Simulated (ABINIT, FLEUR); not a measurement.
# The band gap of 8 crystals: PBE beside revPBE

Computed band gap (eV) at each level. Gaps hold for the cell as given (a database cell, not always the measured one). They are the smaller of the mesh's gap and, where one was run, the band path's. Brackets give the space group and the cell's volume in Å³ per atom. Among the elements in a form other than the usual one at room conditions: C. Not every cell is the stable form of its formula. Spin polarisation and spin-orbit coupling are off unless named.

- PBE: ABINIT (JTH PAW PBE v2.0) for ZnO, CaO, CdF2, SiC, CsPbCl3, P; FLEUR (all-electron) for CdS, C; cutoffs 544 to 680 eV for plane waves; k meshes of 125 to 1000 points
- revPBE: ABINIT (JTH PAW PBE v2.0, made for PBE) for ZnO, CaO, CdF2, SiC, CsPbCl3; FLEUR (all-electron) for CdS, C, P; cutoffs 544 to 680 eV for plane waves; k meshes of 125 to 1000 points

```tsv
crystal	PBE	revPBE
ZnO (P6_3mc, 4 atoms; 11.90)	0.79	0.86
CaO (Fm-3m; 13.89)	3.65	?
CdF2 (Fm-3m; 13.03)	3.07	3.23
CdS (P6_3mc, 4 atoms; 25.12)	1.20	1.34
SiC (P6_3mc, 8 atoms; 10.31)	2.23	?
C (P6_3/mmc, 8 atoms; 5.67)	4.42	4.41
CsPbCl3 (Pm-3m; 35.22)	1.94	2.03
P (Cmce, 4 atoms; 20.46)	0.10	?
```

Question: Estimate the revPBE values left open from the trend in the other rows.

Answer: The rows shown shift by +0.09 eV in the median. The runs gave CaO 3.73; SiC 2.25; P 0.15 eV. Over all rows, from the values as printed: revPBE lies above PBE in 7 of 8 crystals, with a median shift of +0.08 eV (-0.01 eV for C to +0.16 eV for CdF2); a straight line gives revPBE ≈ 0.99 × PBE + 0.09 eV with a scatter of 0.05 eV. No column holds spin-orbit coupling, which bears on the band edges of CsPbCl3. Columns can differ in programs, potentials, basis sets, cutoffs and task within a row, which adds scatter of its own.
